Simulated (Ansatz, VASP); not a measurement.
SnTe in VASP and in Ansatz

```
CELL_PARAMETERS angstrom
0.00000 3.15650 3.15650
3.15650 0.00000 3.15650
3.15650 3.15650 0.00000
ATOMIC_POSITIONS crystal
Sn 0.00000 0.00000 0.00000
Te 0.50000 0.50000 0.50000
```

Alike in both runs: task single point; functional LDA; k mesh 11 × 11 × 11; occupations fermi-dirac, width 0.08 eV; no spin polarisation.

```csv
,VASP,Ansatz
version,VASP 6.6.1,Ansatz 0.2.0
potentials or method,"VASP PAW LDA potentials, release 64 (Sn_d, Te), cutoff 520 eV","all-electron LAPW, scalar-relativistic"
```

```csv
,VASP,Ansatz,Ansatz less VASP
pressure (GPa),-1.7,-1.7,-0.02
```

Ansatz ran all-electron here, so the differences hold the error of VASP's frozen core and of both bases.

The runs have no spin-orbit coupling, so splittings on Te are missing.
